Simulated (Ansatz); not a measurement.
# W: response to strain

Aim: deform W (equal xx and yy strain of +1 %) and compute stress, forces and field gradients with LAPW, PAW and all-electron datasets made for the crystal.

Computed with Ansatz 0.2.0 (DFT PBE, scalar-relativistic, unless a step's input says otherwise).

### Step 1. The system as given

Symmetry: Fm-3m, No. 225, cubic system. Conventional cell: a = 4.060 Å, b = 4.060 Å, c = 4.060 Å, α = 90.00°, β = 90.00°, γ = 90.00°. Around W (site symmetry m-3m) lie 12 W at 2.87 Å.

As a file:

```
CELL_PARAMETERS angstrom
0.00000 2.03000 2.03000
2.03000 0.00000 2.03000
2.03000 2.03000 0.00000
ATOMIC_POSITIONS crystal
W 0.00000 0.00000 0.00000
```

### Step 2. The deformed structure

Space group Fm-3m before, I4/mmm after.

### Step 3. LAPW, all electrons

input.yaml

```yaml
crystal:
  lattice:
    - [0.0, 2.0503, 2.03]
    - [2.0503, 0.0, 2.03]
    - [2.0503, 2.0503, 0.0]
  atoms:
    - { symbol: W, position: [0.0, 0.0, 0.0] }
kpoints:
  mp_grid: { grid: [14, 14, 14] }
  band_path:
    path:
      - [0.0, 0.0, 0.0]
      - [0.0, 0.5, 0.5]
      - [0.25, 0.75, 0.5]
      - [0.0, 0.5, 0.0]
      - [0.0, 0.0, 0.0]
      - [0.5, 0.5, 0.0]
      - [0.3775125, 0.6224875, 0.0]
      - [-0.3775125, 0.3775125, 0.0]
      - [0.0, 0.0, 0.0]
    npoints: 5
scf:
  occupations: { method: fermi_dirac, width: 0.05 }
hamiltonian:
  xc: pbe
  pseudopotentials: { kind: all_electron, lapw: { basis_error: 0.00025 } }
output:
  forces: true
  stress: true
  eigenvalues: true
```

Launch:

```console
> ansatz run input.yaml --threads 1 --pin off --max-ram 3072MiB --backend cpu --events-out ev --progress --plain --runs-dir out
```

### Step 4. Frozen-core PAW

input.yaml

```yaml
crystal:
  lattice:
    - [0.0, 2.0503, 2.03]
    - [2.0503, 0.0, 2.03]
    - [2.0503, 2.0503, 0.0]
  atoms:
    - { symbol: W, position: [0.0, 0.0, 0.0] }
kpoints:
  mp_grid: { grid: [14, 14, 14] }
scf:
  occupations: { method: fermi_dirac, width: 0.05 }
hamiltonian:
  xc: pbe
  pseudopotentials: { kind: paw }
output:
  forces: true
  stress: true
  eigenvalues: true
  efg: { contact_densities: true }
  write_density: true
  write_potential: true
  elf: true
  volumetric_format: npy
```

### Step 5. All-electron PAW on datasets made for the crystal

Edit input.yaml of step 4 so:

```diff
@@ -13,3 +13,3 @@
   xc: pbe
-  pseudopotentials: { kind: paw }
+  pseudopotentials: { kind: all_electron, datasets: crystal }
 output:
@@ -19,5 +19 @@
   efg: { contact_densities: true }
-  write_density: true
-  write_potential: true
-  elf: true
-  volumetric_format: npy
```

(Steps that only read results are left out.)

Before running it: what results should come out? Wanted: pressure; largest shear or deviatoric stress.

The runs gave:

```
                                 quantity                                              value
                                 pressure  LAPW -9.61, PAW -9.72, crystal datasets -9.61 GPa
largest shear or deviatoric stress (LAPW)                                           2.13 GPa
```

What this shows: The largest part of the stress beyond the pressure is 2.13 GPa in size, in the zz component. No run of the undeformed cell stands beside it, so the pressure holds what the given cell had before the change. PAW: stress within 0.12 GPa of LAPW. Crystal datasets: stress within 0.01 GPa of LAPW. Spin-orbit coupling is left out, though the cell holds W; in elements this heavy it can shift bands and gaps by tenths of an eV.
